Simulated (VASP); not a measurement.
# AgCl (Fm-3m) in VASP: further runs, part 2 of 3

VASP 6.6.1.

## (4) Single point, PBE

This run uses another cell than the first one, of 22.08 Å³/atom.

The input, INCAR:

```
SYSTEM = AgCl
PREC = Accurate
ENCUT = 500
EDIFF = 1E-6
ISMEAR = 0
SIGMA = 0.02
LREAL = .FALSE.
LASPH = .TRUE.
NELM = 120
ALGO = Normal
ISIF = 2
LWAVE = .FALSE.
LCHARG = .TRUE.
GGA = PE
LELF = .TRUE.
LVHAR = .TRUE.
NBANDS = 16
GGA_COMPAT = .FALSE.
```

The input, KPOINTS:

```
Automatic mesh
0
G
  8 8 8
  0 0 0
```

The input, POSCAR:

```
AgCl
1.0
    0.0000000000      2.8053419116      2.8053419116
    2.8053419116      0.0000000000      2.8053419116
    2.8053419116      2.8053419116      0.0000000000
Ag Cl
1 1
Direct
    0.0000000000      0.0000000000      0.0000000000
    0.5000000000      0.5000000000      0.5000000000
```

Potentials or basis: VASP PAW PBE potentials, release 64 (Ag, Cl).

On the command line:

```sh
> cat potpaw_PBE.64/Ag/POTCAR potpaw_PBE.64/Cl/POTCAR > POTCAR
> mpirun -np 1 vasp_std > vasp.out
```

OUTCAR:

```text
SYSTEM = AgCl
   PREC = Accurate
   ENCUT = 500
   EDIFF = 1E-6
   ISMEAR = 0
   LREAL = .FALSE.
   LASPH = .TRUE.
   NELM = 120
   ISIF = 2
   GGA = PE

 ion  position               nearest neighbor table
   1  0.000  0.000  0.000-   2 2.81   2 2.81   2 2.81   2 2.81   2 2.81   2 2.81
   2  0.500  0.500  0.500-   1 2.81   1 2.81   1 2.81   1 2.81   1 2.81   1 2.81

  LATTYP: Found a face centered cubic cell.
 ALAT       =     5.6106838232

  Lattice vectors:

 A1 = (   0.0000000000,   2.8053419116,   2.8053419116)
 A2 = (   2.8053419116,   0.0000000000,   2.8053419116)
 A3 = (   2.8053419116,   2.8053419116,   0.0000000000)

Analysis of symmetry for initial positions (statically):
=====================================================================
 Subroutine PRICEL returns:
 Original cell was already a primitive cell.

 Routine SETGRP: Setting up the symmetry group for a
 face centered cubic supercell.

 Subroutine GETGRP returns: Found 48 space group operations
 (whereof 48 operations were pure point group operations)
 out of a pool of 48 trial point group operations.

The static configuration has the point symmetry O_h .

Analysis of symmetry for dynamics (positions and initial velocities):
=====================================================================
[... 164 lines left out ...]
 Fermi energy:         3.5493629302

 k-point     1 :       0.0000    0.0000    0.0000
  band No.  band energies     occupation
      1     -11.5346      2.00000
      2       1.0807      2.00000
      3       1.0807      2.00000
      4       1.0807      2.00000
      5       1.1199      2.00000
      6       1.1199      2.00000
[... 433 lines left out ...]
      3      -0.4721      2.00000
      4      -0.4358      2.00000
      5       1.3559      2.00000
      6       1.4189      2.00000
[... 8 lines left out ...]
     15      16.8056      0.00000
     16      18.2551      0.00000

 [... further k-points ...]

------------------------ aborting loop because EDIFF is reached ----------------------------------------

  FORCE on cell =-STRESS in cart. coord.  units (eV):
  Direction    XX          YY          ZZ          XY          YZ          ZX
  --------------------------------------------------------------------------------------
  -------------------------------------------------------------------------------------
  Total       -0.0287783     -0.0287783     -0.0287783      0.0000000     -0.0000000      0.0000000
  in kB       -1.0442100     -1.0442100     -1.0442100      0.0000000     -0.0000000      0.0000000
  external PRESSURE =      -1.0442100 kB  Pullay stress =       0.0000000 kB

 VOLUME and BASIS-vectors are now :
 -----------------------------------------------------------------------------
  energy-cutoff  :      500.00
  volume of cell :       44.16
      direct lattice vectors                 reciprocal lattice vectors
     0.000000000  2.805341912  2.805341912    -0.178231394  0.178231394  0.178231394
     2.805341912  0.000000000  2.805341912     0.178231394 -0.178231394  0.178231394
     2.805341912  2.805341912  0.000000000     0.178231394  0.178231394 -0.178231394

 POSITION                                       TOTAL-FORCE (eV/Angst)
 -----------------------------------------------------------------------------------
      0.00000      0.00000      0.00000         0.000000     -0.000000     -0.000000
      2.80534      2.80534      2.80534        -0.000000      0.000000      0.000000
 -----------------------------------------------------------------------------------
    total drift:                               -0.000000      0.000000      0.000000

  FREE ENERGIE OF THE ION-ELECTRON SYSTEM (eV)
  ---------------------------------------------------
  free  energy   TOTEN  =        -5.4012296290 eV

  energy  without entropy=       -5.4012296290  energy(sigma->0) =       -5.40122963
```

OSZICAR:

```text
N       E                     dE             d eps       ncg     rms          rms(c)
DAV:   1     0.972924567723E+02    0.97292E+02   -0.83656E+03   944   0.976E+02
DAV:   2    -0.206214953135E+01   -0.99355E+02   -0.91664E+02  1144   0.215E+02
DAV:   3    -0.556737748428E+01   -0.35052E+01   -0.34970E+01  1184   0.431E+01
DAV:   4    -0.559157401717E+01   -0.24197E-01   -0.24195E-01  1208   0.386E+00
DAV:   5    -0.559190840902E+01   -0.33439E-03   -0.33439E-03  1128   0.447E-01    0.559E+00
DAV:   6    -0.540575021092E+01    0.18616E+00   -0.25457E-01  1176   0.642E+00    0.365E+00
DAV:   7    -0.540171917072E+01    0.40310E-02   -0.95619E-02  1120   0.206E+00    0.189E+00
DAV:   8    -0.540107018768E+01    0.64898E-03   -0.49705E-03  1104   0.717E-01    0.299E-01
DAV:   9    -0.540115100645E+01   -0.80819E-04   -0.49742E-04  1168   0.289E-01    0.438E-02
DAV:  10    -0.540122528271E+01   -0.74276E-04   -0.11473E-04  1088   0.926E-02    0.331E-02
DAV:  11    -0.540122963726E+01   -0.43545E-05   -0.47933E-06  1168   0.152E-02    0.360E-03
DAV:  12    -0.540122962901E+01    0.82493E-08   -0.22764E-07   720   0.467E-03
   1 F= -.54012296E+01 E0= -.54012296E+01  d E =-.205855E-32
```

Run time: 49 s. Hardware: 1 thread of AMD EPYC 7R13, shared host; peak memory 0.14 GiB.

Results:

| Item | Value |
| --- | --- |
| Free energy | -5.4012 eV |
| Pressure | -0.1 GPa |
| Band gap on the k mesh | 0.92 eV (least direct gap 3.08 eV) |

Levels at points of the mesh, in eV from the valence-band top:
| k point | band 7 | band 8 | band 9 | band 10 | band 11 | band 12 |
| --- | --- | --- | --- | --- | --- | --- |
| (0.00, 0.00, 0.00) | -2.18 | -2.18 | -2.18 | 0.92 | 10.87 | 10.87 |
| (0.50, 0.00, 0.00) | -1.67 | 0.00 | 0.00 | 4.34 | 6.35 | 7.73 |
| (0.50, 0.50, 0.00) | -1.86 | -1.86 | -1.80 | 2.44 | 8.08 | 8.52 |

## (5) Single point, PBE (22.74 Å³/atom)

This run uses another cell than the first one, of 22.74 Å³/atom.

The input, INCAR:

```
  PREC = Accurate
  ENCUT = 500
  EDIFF = 1E-6
  ISMEAR = 0
  SIGMA = 0.02
  LREAL = False
  LASPH = True
  NELM = 120
  ALGO = Normal
  ISIF = 2
  LWAVE = False
  LCHARG = False
  GGA = PE
  NBANDS = 16
  GGA_COMPAT = False
```

The input, KPOINTS:

```
regular mesh
0
Gamma
  8 8 8
```

The input, POSCAR:

```
AgCl
1.0
    0.0000000000      2.8331193806      2.8331193806
    2.8331193806      0.0000000000      2.8331193806
    2.8331193806      2.8331193806      0.0000000000
Ag Cl
1 1
Direct
    0.0000000000      0.0000000000      0.0000000000
    0.5000000000      0.5000000000      0.5000000000
```

Potentials or basis: VASP PAW PBE potentials, release 64 (Ag, Cl).

On the command line:

```sh
> cat potpaw_PBE.64/Ag/POTCAR potpaw_PBE.64/Cl/POTCAR > POTCAR
> mpirun -np 1 vasp_std > vasp.out
```

OUTCAR:

```text
PREC = Accurate
   ENCUT = 500
   EDIFF = 1E-6
   ISMEAR = 0
   LREAL = False
   LASPH = True
   NELM = 120
   ISIF = 2
   GGA = PE

 ion  position               nearest neighbor table
   1  0.000  0.000  0.000-   2 2.83   2 2.83   2 2.83   2 2.83   2 2.83   2 2.83
   2  0.500  0.500  0.500-   1 2.83   1 2.83   1 2.83   1 2.83   1 2.83   1 2.83

  LATTYP: Found a face centered cubic cell.
 ALAT       =     5.6662387612

  Lattice vectors:

 A1 = (   0.0000000000,   2.8331193806,   2.8331193806)
 A2 = (   2.8331193806,   0.0000000000,   2.8331193806)
 A3 = (   2.8331193806,   2.8331193806,   0.0000000000)

Analysis of symmetry for initial positions (statically):
=====================================================================
 Subroutine PRICEL returns:
 Original cell was already a primitive cell.

 Routine SETGRP: Setting up the symmetry group for a
 face centered cubic supercell.

 Subroutine GETGRP returns: Found 48 space group operations
 (whereof 48 operations were pure point group operations)
 out of a pool of 48 trial point group operations.

The static configuration has the point symmetry O_h .

Analysis of symmetry for dynamics (positions and initial velocities):
[... 162 lines left out ...]
 val. band max:        3.0306786211   @ k =   0.5000   0.0000   0.0000
 cond. band min:       3.9638220988   @ k =   0.0000   0.0000   0.0000
 fundamental gap:      0.9331434776
 Fermi energy:         3.1497056349

 k-point     1 :       0.0000    0.0000    0.0000
  band No.  band energies     occupation
      1     -11.7033      2.00000
      2       0.8311      2.00000
      3       0.8311      2.00000
      4       0.8311      2.00000
      5       0.8689      2.00000
      6       0.8689      2.00000
[... 433 lines left out ...]
      3      -0.6415      2.00000
      4      -0.6120      2.00000
      5       1.0856      2.00000
      6       1.1450      2.00000
[... 8 lines left out ...]
     15      16.3777      0.00000
     16      17.8249      0.00000

 [... further k-points ...]

------------------------ aborting loop because EDIFF is reached ----------------------------------------

  FORCE on cell =-STRESS in cart. coord.  units (eV):
  Direction    XX          YY          ZZ          XY          YZ          ZX
  --------------------------------------------------------------------------------------
  -------------------------------------------------------------------------------------
  Total       -0.3521996     -0.3521996     -0.3521996      0.0000000      0.0000000      0.0000000
  in kB      -12.4072292    -12.4072292    -12.4072292      0.0000000      0.0000000      0.0000000
  external PRESSURE =     -12.4072292 kB  Pullay stress =       0.0000000 kB

 VOLUME and BASIS-vectors are now :
 -----------------------------------------------------------------------------
  energy-cutoff  :      500.00
  volume of cell :       45.48
      direct lattice vectors                 reciprocal lattice vectors
     0.000000000  2.833119381  2.833119381    -0.176483915  0.176483915  0.176483915
     2.833119381  0.000000000  2.833119381     0.176483915 -0.176483915  0.176483915
     2.833119381  2.833119381  0.000000000     0.176483915  0.176483915 -0.176483915

 POSITION                                       TOTAL-FORCE (eV/Angst)
 -----------------------------------------------------------------------------------
      0.00000      0.00000      0.00000         0.000000      0.000000      0.000000
      2.83312      2.83312      2.83312        -0.000000     -0.000000     -0.000000
 -----------------------------------------------------------------------------------
    total drift:                               -0.000000      0.000000      0.000000

  FREE ENERGIE OF THE ION-ELECTRON SYSTEM (eV)
  ---------------------------------------------------
  free  energy   TOTEN  =        -5.3960885842 eV

  energy  without entropy=       -5.3960885842  energy(sigma->0) =       -5.39608858
```

Run time: 43 s. Hardware: 1 thread of AMD EPYC 7R13, shared host; peak memory 0.14 GiB.

What came out:

- Free energy: -5.3961 eV
- Pressure: -1.2 GPa
- Band gap on the k mesh: 0.93 eV (least direct gap 3.00 eV)

A k mesh can miss the band edges. A hybrid or GW would open this gap; PBE tends to underestimate it.

## (6) Single point, PBE (23.40 Å³/atom)

This run uses another cell than the first one, of 23.40 Å³/atom.

The input, INCAR:

```
ALGO = Normal
EDIFF = 1E-6
ENCUT = 500
GGA = PE
GGA_COMPAT = False
ISIF = 2
ISMEAR = 0
LASPH = True
LCHARG = False
LREAL = False
LWAVE = False
NBANDS = 16
NELM = 120
PREC = Accurate
SIGMA = 0.02
```

The input, KPOINTS:

```
k-points
0
Gamma
  8 8 8
```

The input, POSCAR:

```
AgCl
1.0
    0.0000000000      2.8603625844      2.8603625844
    2.8603625844      0.0000000000      2.8603625844
    2.8603625844      2.8603625844      0.0000000000
Ag Cl
1 1
Direct
    0.0000000000      0.0000000000      0.0000000000
    0.5000000000      0.5000000000      0.5000000000
```

Potentials or basis: VASP PAW PBE potentials, release 64 (Ag, Cl).

On the command line:

```sh
> cat potpaw_PBE.64/Ag/POTCAR potpaw_PBE.64/Cl/POTCAR > POTCAR
> mpirun -np 1 vasp_std > vasp.out
```

Wall time 45 s (1 thread of AMD EPYC 7R13, shared host); peak memory 0.14 GiB.

It converged, with:

```yaml
Free_energy: -5.3823 eV
Pressure: -2.2 GPa
Band_gap_on_the_k_mesh: 0.95 eV (least direct gap 2.90 eV)
```

Levels at points of the mesh, in eV from the valence-band top:
```csv
k point,band 5,band 6,band 7,band 8,band 9,band 10,band 11,band 12,band 13,band 14
"(0.00, 0.00, 0.00)",-2.07,-2.07,-1.95,-1.95,-1.95,0.95,10.89,10.89,10.89,12.50
"(0.50, 0.00, 0.00)",-1.82,-1.82,-1.54,0.00,0.00,4.48,6.05,7.82,7.82,13.25
"(0.50, 0.50, 0.00)",-2.36,-1.92,-1.72,-1.72,-1.69,2.52,8.16,8.35,11.05,11.05
```

A k mesh can miss the band edges. A hybrid or GW would open this gap; PBE tends to underestimate it.

[end of part 2 of 3]
